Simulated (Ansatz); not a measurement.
ZrB2:

```xyz
3
Lattice="3.1700 0.0000 0.0000 -1.5850 2.7453 0.0000 0.0000 0.0000 3.5330" Properties=species:S:1:pos:R:3 pbc="T T T"
Zr    0.0000    0.0000    0.0000
B     1.5850    0.9151    1.7665
B     0.0000    1.8302    1.7665
```

Program: Ansatz 0.2.0. Alike in all runs: potentials or basis Ansatz PAW; no spin polarisation; cell as given; k mesh 6 × 6 × 4; cutoff (eV) 420; smearing fermi-dirac 0.05 eV; the mesh is coarse, so values aren't converged. Hardware: 2 threads of Arm Neoverse V1 (shared host).

Task: Order these runs on this cell by their wall time, lowest first.
A. task band structure; level LDA; points for each segment of the path 14
B. task band structure; level HSE06; points for each segment of the path 4
C. task single point; level HSE06 form with a typed share of exact exchange; share of exact exchange 0.35

Result: A (1.9 s), C (18 s), B (130 s).

Caveats: all runs use coarse meshes.

Runs at the PBE level aren't shown here.
